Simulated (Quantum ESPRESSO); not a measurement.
The system is GaP.

```xyz
2
Lattice="0.0000 2.7252 2.7252 2.7252 0.0000 2.7252 2.7252 2.7252 0.0000" Properties=species:S:1:pos:R:3 pbc="T T T"
Ga    0.0000    0.0000    0.0000
P     4.0879    4.0879    4.0879
```

- Program: Quantum ESPRESSO 7.5
- Task: phonons
- Functional: PBE
- Potentials or basis: GBRV 1.5 PBE
- Cutoff: 762 eV
- Density cutoff: 6095 eV
- k mesh: 6 × 6 × 6, shifted
- Occupations: fermi-dirac, width 0.05 eV
- Spin: no spin polarisation
- Target pressure: 80 GPa
- Mixing beta: 0.5
- Most SCF iterations: 120
- SCF threshold: 4e-10 Ry

The cell and the atoms were relaxed first at 80 GPa, to 13.69 Å³/atom (a = 3.383 Å, b = 3.383 Å, c = 3.383 Å, α = 60.00°, β = 60.00°, γ = 60.00°), and the response was taken there.

The first run showed a gap, so the response started from a second, tighter run with fixed occupations.

Task: How polar is the lattice: what are the Born charges, the two dielectric constants and the LO-TO splitting?

Result: Born charges ±1.51 e; dielectric constants 10.01 (electrons alone) and 10.61 (static); transverse and longitudinal modes at 562 and 579 cm⁻¹.

Caveat: the mesh is thin for the dielectric tensor, Born charges and intensities, which usually come out too large; the volume moved by over 15 % at a fixed basis, so the end points are rough; the cell is more than 3 GPa from zero pressure, which shifts response properties.
